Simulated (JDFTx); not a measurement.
Runs of JDFTx 1.7.0 (patched build) on SiS (silylene, thioxo-). The cell holds a molecule in a box, 2 atoms: a = 9.000 Å, b = 9.000 Å, c = 11.000 Å, α = 90.00°, β = 90.00°, γ = 90.00°. 

```tsv
task	level	potentials or basis	cutoff (eV)	liquid model	variant of the liquid model	solvent	SCF threshold on the energy	start	largest force (eV/Å)
solvation	LDA	PseudoDojo-SR-LDA-0.4.1-standard with smoothed tails	735	LinearPCM	GLSSA13	octanol	1e-06 Ha	saved state of an earlier run	0.29
solvation	LDA	PseudoDojo-SR-LDA-0.4.1-standard with smoothed tails	735	LinearPCM	GLSSA13	CarbonDisulfide	1e-06 Ha	saved state of an earlier run	0.11
solvation	PW91	PseudoDojo-SR-PBE-0.5-standard with smoothed tails	707	NonlinearPCM	GLSSA13	H2O	1e-06 Ha	saved state of an earlier run	1.07
solvation	LDA	PseudoDojo-SR-LDA-0.4.1-standard with smoothed tails	735	LinearPCM	GLSSA13	CH2Cl2	1e-06 Ha	saved state of an earlier run	(a)
single point	LDA	PseudoDojo-SR-LDA-0.4.1-standard with smoothed tails	735	-	-	-	1e-07 Ha	-	(b)
```

Alike in all rows: no spin polarisation; cell as given; k mesh 1 × 1 × 1; smearing fixed.

Problem. Estimate the missing entries.

Solution. (a) 0.48; (b) 0.06.

Caveats: forces in the liquid are good to some per cent (some runs); the liquid is a continuum model, checked here against plausible ranges alone (some runs); the model isn't fitted for this solvent (some runs); forces may be off by hundredths of an eV/Å (some runs); the cores' own exchange energy is taken off the total, which shifts forces and pressure where cores overlap (some runs); the potentials were made for another functional, which shifts forces and pressure (some runs).

Runs at the PBE level aren't shown here.
